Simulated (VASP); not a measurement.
# Cs2SnI6 (Fm-3m) in VASP: notebook, part 2 of 2

VASP 6.6.1.

## 3. Phonons, PBEsol

This run uses another cell than the first one, of 42.91 Å³/atom, 0.884 times its volume.

The input, POSCAR:

```
Cs2SnI6
1.0
   -0.0000000000      5.7799340543      5.7799340543
    5.7799340543      0.0000000000      5.7799340543
    5.7799340543      5.7799340543     -0.0000000000
  Cs              Sn              I
     2     1     6
Direct
     0.2500000000000000    0.2500000000000000    0.2500000000000000
     0.7500000000000000    0.7500000000000000    0.7500000000000000
     0.0000000000000000    0.0000000000000000    0.0000000000000000
     0.7517151552361948    0.2482848447638053    0.2482848447638053
     0.2482848447638053    0.7517151552361948    0.2482848447638053
     0.2482848447638053    0.7517151552361948    0.7517151552361948
     0.7517151552361948    0.2482848447638053    0.7517151552361948
     0.2482848447638053    0.2482848447638053    0.7517151552361948
     0.7517151552361948    0.7517151552361948    0.2482848447638053
```

The input, INCAR.step1:

```
SYSTEM = Cs2SnI6
ALGO = Fast ; EDIFF = 1E-8
EDIFFG = -0.002 ; ENCUT = 600
GGA = PS ; IBRION = 2
ISIF = 3 ; ISMEAR = 0
KPAR = 2 ; LASPH = .True.
LCHARG = .False. ; LREAL = .False.
LWAVE = .False. ; NELM = 80
NSW = 40 ; PREC = Accurate
SIGMA = 0.03
```

The input, INCAR.step2:

```
SYSTEM = Cs2SnI6
ALGO = Fast ; EDIFF = 1E-8
ENCUT = 600 ; GGA = PS
IBRION = 6 ; ISIF = 2
ISMEAR = 0 ; KPAR = 2
LASPH = .True. ; LCHARG = .False.
LREAL = .False. ; LWAVE = .False.
NELM = 80 ; NFREE = 2
NSW = 1 ; POTIM = 0.015
PREC = Accurate ; SIGMA = 0.03
```

The input, KPOINTS:

```
k-points
0
Gamma
  6 6 6
  0 0 0
```

Potentials or basis: VASP PAW PBE potentials, release 64 (Cs_sv, Sn_d, I).

On the command line:

```sh
> cat potpaw_PBE.64/Cs_sv/POTCAR potpaw_PBE.64/Sn_d/POTCAR potpaw_PBE.64/I/POTCAR > POTCAR
> cp INCAR.step1 INCAR
> mpirun -np 2 vasp_std > vasp.out
> cp CONTCAR POSCAR
> cp INCAR.step2 INCAR
> mpirun -np 2 vasp_std > vasp.out
```

OUTCAR:

```text
SYSTEM = Cs2SnI6
   EDIFF = 1E-8
   ENCUT = 600
   GGA = PS
   IBRION = 6
   ISIF = 2
   ISMEAR = 0
   LASPH = .True.
   LREAL = .False.
   NELM = 80
   NFREE = 2
   NSW = 1
   POTIM = 0.015
   PREC = Accurate

 ion  position               nearest neighbor table
   1  0.250  0.250  0.250-
   2  0.750  0.750  0.750-
   3  0.000  0.000  0.000-   4 2.87   5 2.87   6 2.87   7 2.87   8 2.87   9 2.87
   4  0.752  0.248  0.248-   3 2.87
   5  0.248  0.752  0.248-   3 2.87
   6  0.248  0.752  0.752-   3 2.87
   7  0.752  0.248  0.752-   3 2.87
   8  0.248  0.248  0.752-   3 2.87
   9  0.752  0.752  0.248-   3 2.87

  LATTYP: Found a face centered cubic cell.
 ALAT       =    11.5618683808

  Lattice vectors:

 A1 = (   0.0000000000,   5.7809341904,   5.7809341904)
 A2 = (   5.7809341904,   0.0000000000,   5.7809341904)
 A3 = (   5.7809341904,   5.7809341904,   0.0000000000)

Analysis of symmetry for initial positions (statically):
=====================================================================
 Subroutine PRICEL returns:
 Original cell was already a primitive cell.

 Routine SETGRP: Setting up the symmetry group for a
 face centered cubic supercell.

 Subroutine GETGRP returns: Found 48 space group operations
 (whereof 48 operations were pure point group operations)
 out of a pool of 48 trial point group operations.

The static configuration has the point symmetry O_h .

Analysis of symmetry for dynamics (positions and initial velocities):
=====================================================================
 Subroutine PRICEL returns:
 Original cell was already a primitive cell.

 Routine SETGRP: Setting up the symmetry group for a
 face centered cubic supercell.

 Subroutine GETGRP returns: Found 48 space group operations
 (whereof 48 operations were pure point group operations)
 out of a pool of 48 trial point group operations.

The dynamic configuration has the point symmetry O_h .

 Subroutine INISYM returns: Found 48 space group operations
 (whereof 48 operations are pure point group operations),
 and found     1 'primitive' translations

----------------------------------------------------------------------------------------

                                     Primitive cell

  volume of cell :     386.3884

  direct lattice vectors                    reciprocal lattice vectors
     0.000000000  5.780934190  5.780934190    -0.086491211  0.086491211  0.086491211
     5.780934190  0.000000000  5.780934190     0.086491211 -0.086491211  0.086491211
     5.780934190  5.780934190  0.000000000     0.086491211  0.086491211 -0.086491211
[... 117 lines left out ...]
   IVDW    =     0    specifies the selected vdW correction
   LEPSILON=     F    determine dielectric tensor
   LRPA    =     F    only Hartree local field effects (RPA)
 finite differences with symmetry
 non-spin polarized calculation
 RMM-DIIS sequential band-by-band and
 Gauss-broadening in eV      SIGMA  =   0.03
  energy-cutoff  :      600.00
  volume of cell :      386.39
 maximum number of plane-waves:     12939
 NGX is ok and might be reduce to    70
   NGX = 33   NGY = 33   NGZ = 33

--------------------------------------- Ionic step        1  -------------------------------------------

 number of electron      73.9999999 magnetization

 Free energy of the ion-electron system (eV)
  ---------------------------------------------------
  ext. energy  EPLUGINS =         0.00000000
  ---------------------------------------------------
  free energy    TOTEN  =       -24.87937404 eV

  energy without entropy =      -24.87901970  energy(sigma->0) =      -24.87919687

------------------------ aborting loop because EDIFF is reached ----------------------------------------

  FORCE on cell =-STRESS in cart. coord.  units (eV):
  Direction    XX          YY          ZZ          XY          YZ          ZX
  --------------------------------------------------------------------------------------
  -------------------------------------------------------------------------------------
  Total       -0.0030332     -0.0030332     -0.0030332     -0.0000000     -0.0000000      0.0000000
  in kB       -0.0125773     -0.0125773     -0.0125773     -0.0000000     -0.0000000      0.0000000
  external PRESSURE =      -0.0125773 kB  Pullay stress =       0.0000000 kB
[... 331 lines left out ...]
--------------------------------------- Ionic step        9  -------------------------------------------

 number of electron      73.9999999 magnetization

 Free energy of the ion-electron system (eV)
  ---------------------------------------------------
  ext. energy  EPLUGINS =         0.00000000
  ---------------------------------------------------
  free energy    TOTEN  =       -24.87925241 eV

  energy without entropy =      -24.87889818  energy(sigma->0) =      -24.87907529

 E-fermi :   1.9995     XC(G=0):  -8.2212

 val. band max:        1.9776953312   @ k =   0.0000   0.0000   0.0000
 cond. band min:       2.2667669518   @ k =   0.0000   0.0000   0.1667
 fundamental gap:      0.2890716206
 Fermi energy:         1.9994911976

 k-point     1 :       0.0000    0.0000    0.0000
  band No.  band energies     occupation
      1     -19.3732      2.00000
      2     -19.3732      2.00000
      3     -19.3199      2.00000
      4     -19.3198      2.00000
      5     -19.3197      2.00000
      6     -18.4135      2.00000
[... 1117 lines left out ...]
     43       6.9486      0.00000
     44       7.0217      0.00000

 [... further k-points ...]

------------------------ aborting loop because EDIFF is reached ----------------------------------------

  FORCE on cell =-STRESS in cart. coord.  units (eV):
  Direction    XX          YY          ZZ          XY          YZ          ZX
  --------------------------------------------------------------------------------------
  -------------------------------------------------------------------------------------
  Total       -0.0025988     -0.0023240     -0.0022998      0.0300316      0.0000000      0.0000000
  in kB       -0.0107759     -0.0096364     -0.0095361      0.1245274      0.0000000      0.0000000
  external PRESSURE =      -0.0099828 kB  Pullay stress =       0.0000000 kB
[... 24 lines left out ...]
  FREE ENERGIE OF THE ION-ELECTRON SYSTEM (eV)
  ---------------------------------------------------
  free  energy   TOTEN  =       -24.8792524108 eV

  energy  without entropy=      -24.8788981779  energy(sigma->0) =      -24.87907529

 INTERNAL STRAIN TENSORS FROM DISPLACED ATOMS
 ============================================

 INTERNAL STRAIN TENSOR FOR ION    1 for displacements in x,y,z  (eV/Angst):
          X           Y           Z          XY          YZ          ZX
  --------------------------------------------------------------------------------
  x     0.00000     0.00000     0.00000     0.00000     0.05704     0.00000
  y     0.00000     0.00000     0.00000     0.00000     0.00000     0.05704
  z     0.00000     0.00000     0.00000     0.05704     0.00000     0.00000

 INTERNAL STRAIN TENSOR FOR ION    9 for displacements in x,y,z  (eV/Angst):
          X           Y           Z          XY          YZ          ZX
  --------------------------------------------------------------------------------
  x     0.00000     0.00000     0.00000     0.00000     0.00000     2.00372
  y     0.00000     0.00000     0.00000     0.00000     2.00372     0.00000
  z     2.03600     2.03600    11.61794     0.00000     0.00000     0.00000

 Eigenvectors and eigenvalues of the dynamical matrix
   1 f  =    4.743014 THz    29.801233 2PiTHz  158.209903 cm-1    19.615519 meV
   2 f  =    4.743014 THz    29.801233 2PiTHz  158.209903 cm-1    19.615519 meV
   3 f  =    4.743014 THz    29.801233 2PiTHz  158.209903 cm-1    19.615519 meV
   4 f  =    3.604126 THz    22.645390 2PiTHz  120.220696 cm-1    14.905460 meV
   5 f  =    2.699318 THz    16.960313 2PiTHz   90.039544 cm-1    11.163476 meV
   6 f  =    2.699318 THz    16.960313 2PiTHz   90.039544 cm-1    11.163476 meV
[... 16 lines left out ...]
  23 f  =    0.129501 THz     0.813677 2PiTHz    4.319680 cm-1     0.535572 meV
  24 f  =    0.129501 THz     0.813677 2PiTHz    4.319680 cm-1     0.535572 meV
  25 f/i=    0.003403 THz     0.021382 2PiTHz    0.113515 cm-1     0.014074 meV
  26 f/i=    0.003403 THz     0.021382 2PiTHz    0.113515 cm-1     0.014074 meV
  27 f/i=    0.003403 THz     0.021382 2PiTHz    0.113515 cm-1     0.014074 meV

 ELASTIC MODULI CONTR FROM IONIC RELAXATION (kBar)
 Direction    XX          YY          ZZ          XY          YZ          ZX
 --------------------------------------------------------------------------------
 XX        -235.0622    -33.8095    -33.8095     -0.0000     -0.0000      0.0000
 YY         -33.8095   -235.0622    -33.8095      0.0000      0.0000     -0.0000
 ZZ         -33.8095    -33.8095   -235.0622     -0.0000     -0.0000      0.0000
 XY          -0.0000      0.0000     -0.0000    -34.8699     -0.0000     -0.0000
 YZ          -0.0000      0.0000     -0.0000     -0.0000    -34.8699      0.0000
 ZX           0.0000     -0.0000      0.0000     -0.0000      0.0000    -34.8699
 --------------------------------------------------------------------------------
```

It took 1.7 h on 2 MPI ranks of Intel Xeon Platinum 8488C (Sapphire Rapids), shared host; peak memory 1.9 GiB.

What came out:

- Relaxed volume: 42.93 Å³/atom
- Relaxed cell: a = 8.175 Å, b = 8.175 Å, c = 8.175 Å, α = 60.00°, β = 60.00°, γ = 60.00°
- Space group after relaxing (to 0.05 Å): Fm-3m (No. 225)
- Highest phonon frequency at Γ, LO-TO splitting left out: 158 cm⁻¹

Final structure:
```xyz
9
Lattice="0.0000 5.7809 5.7809 5.7809 0.0000 5.7809 5.7809 5.7809 0.0000" Properties=species:S:1:pos:R:3 pbc="T T T"
Cs    2.8905    2.8905    2.8905
Cs    8.6714    8.6714    8.6714
Sn    0.0000    5.7809    5.7809
I     2.8708    5.7809    5.7809
I     5.7809    2.8708    5.7809
I     8.6911    5.7809    5.7809
I     5.7809    8.6911    5.7809
I     5.7809    5.7809    2.8708
I     5.7809    5.7809    8.6911
```

Phonon frequencies in cm⁻¹ (negative: imaginary):
| q point | frequencies |
| --- | --- |
| (0.000, 0.000, 0.000) | 0 0 0 4 4 4 34 34 34 38 38 38 46 46 46 67 67 67 74 74 74 90 90 120 158 158 158 |

Caveat: the PAW data sets were made with another functional, which shifts forces and pressure a little. The run has no spin-orbit coupling, so splittings on Cs, I are missing.
